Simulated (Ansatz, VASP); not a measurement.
**One calculation of MgSe, two programs**

```
Mg Se
1.0
     0.00000    2.75447    2.75447
     2.75447    0.00000    2.75447
     2.75447    2.75447    0.00000
Mg Se
1 1
Direct
  0.00000 0.00000 0.00000
  0.50000 0.50000 0.50000
```

Alike in both runs: task single point; functional LDA; k mesh 8 × 8 × 8; occupations gaussian, width 0.02 eV; no spin polarisation.

```csv
,VASP,Ansatz
version,VASP 6.6.1,Ansatz 0.2.0
potentials or method,"VASP PAW LDA potentials, release 64 (Mg, Se)","scalar-relativistic, plane waves, PAW"
plane-wave cutoff (eV),520,420
valence electrons in the cell,8,26
```

Ansatz gave:

```
gap on the k mesh at the Fermi level (eV) : 1.61
least direct gap on the mesh (eV)         : 2.17
pressure (GPa)                            : -3.9
```

**Question.** Which values does VASP return?

**Answer.** gap on the k mesh at the Fermi level (eV): 1.60; least direct gap on the mesh (eV): 2.19; pressure (GPa): -4.2.

The two sets of potentials don't hold the same shells in valence.

A k mesh can miss the band edges.
